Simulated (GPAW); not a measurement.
Runs of GPAW 26.7.0 on CoO. Symmetry: I4/mmm, No. 139, tetragonal system. The conventional cell has a = 3.016 Å, b = 3.016 Å, c = 4.215 Å, α = 90.00°, β = 90.00°, γ = 90.00°. Co (site symmetry 4/mmm) is surrounded by 6 O at 2.11 to 2.13 Å. O (site symmetry 4/mmm) is surrounded by 6 Co at 2.11 to 2.13 Å. 

| spin | U | fixed moment (μB) | start of the occupation matrix | random start of the orbitals | symmetry | cycles with the matrix held | gap on the mesh (eV) | pressure (GPa) | moment (μB) |
| --- | --- | --- | --- | --- | --- | --- | --- | --- | --- |
| collinear, ferromagnetic start | Co d U = 7 eV | 3.0 | atoms | - | - | - | - | 0.5 | 3.00 |
| collinear, ferromagnetic start | Co d U = 5 eV | - | atoms | - | - | - | none | -0.7 | 3.00 |
| off | Co d U = 5 eV | - | atoms | - | - | - | none | -20.0 | - |
| collinear, random start | Co d U = 7 eV | - | atoms | yes | point_group=False | - | 2.04 | 8.7 | 3.00 |
| collinear, ferromagnetic start | Co d U = 5 eV | - | random | - | point_group=False | 8 | 1.76 | (b) | 3.00 |
| collinear, ferromagnetic start | Co d U = 2.5 eV | - | atoms | - | - | - | none | (a) | 3.00 |
| collinear, ferromagnetic start | Co d U = 7 eV | - | xy_yz_xz_first | - | point_group=False | 16 | 0.71 | 20.9 | 3.00 |

Alike in all rows: task single point from a typed occupation; level PBE+U; potentials or basis GPAW PAW data sets (gpaw-data 1.2.1), pw; cell as given; k mesh 9 × 9 × 9; cutoff (eV) 600; smearing gaussian 0.05 eV.

Question: Fill in the values left out.

Answer: (a) -2.0; (b) 6.7.

Caveats: the cutoff is short for stress and forces, so pressures can be off by a GPa or more; a cell with one magnetic atom can't hold antiferromagnetic order, which such compounds often take (some runs); an odd mesh through Γ misses points on the zone boundary, where band edges often lie (some runs); the occupation matrix was held by a function in the script for the first cycles and then freed (some runs); the end state hangs on it (some runs); the total moment is fixed, so each spin has its own Fermi level (some runs); an odd number of electrons without spin polarisation forces a metal (some runs).

A gap of «none» marks a metal or a gap under the smearing width.
